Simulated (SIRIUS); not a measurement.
**Au under changes of volume**

One of the cells (17.192 Å³/atom); the others are scaled copies at fixed shape and fractional positions:

```
Au
1.0
     0.00000    2.04848    2.04848
     2.04848    0.00000    2.04848
     2.04848    2.04848    0.00000
Au
1
Direct
  0.00000 0.00000 0.00000
```

```yaml
Program: SIRIUS 7.10.0
Functional: PBEsol
Potentials_or_basis: PseudoDojo 0.4.1 PBEsol standard (scalar relativistic)
Cutoff: 1054 eV
Density_cutoff: 4214 eV
k_mesh: 11 × 11 × 11
Occupations: fermi-dirac, width 0.05 eV
Spin: no spin polarisation
```

```tsv
volume (Å³/atom)	energy over the lowest point (meV/atom)	pressure (GPa)
15.843	47.42	14.8
16.181	21.64	9.7
16.518	5.94	5.2
17.192	0.00	-2.2
17.529	7.71	-5.2
17.866	?	?
```

**Question.** What does the run at 17.866 Å³/atom give?

**Answer.** Energy over the lowest point 21.36 meV/atom; pressure -7.8 GPa.

Worked out: A Birch-Murnaghan fit of order 3 (a polynomial in V^(-2/3)) to the other rows has its minimum at 16.98 Å³/atom with B0 = V·E''(V) = 177 GPa and B' = 5.5. It gives 21.43 meV/atom at 17.866 Å³/atom, against the run's 21.36, and -dE/dV = -7.8 GPa, against -7.8.

Energies are extrapolated to zero smearing.
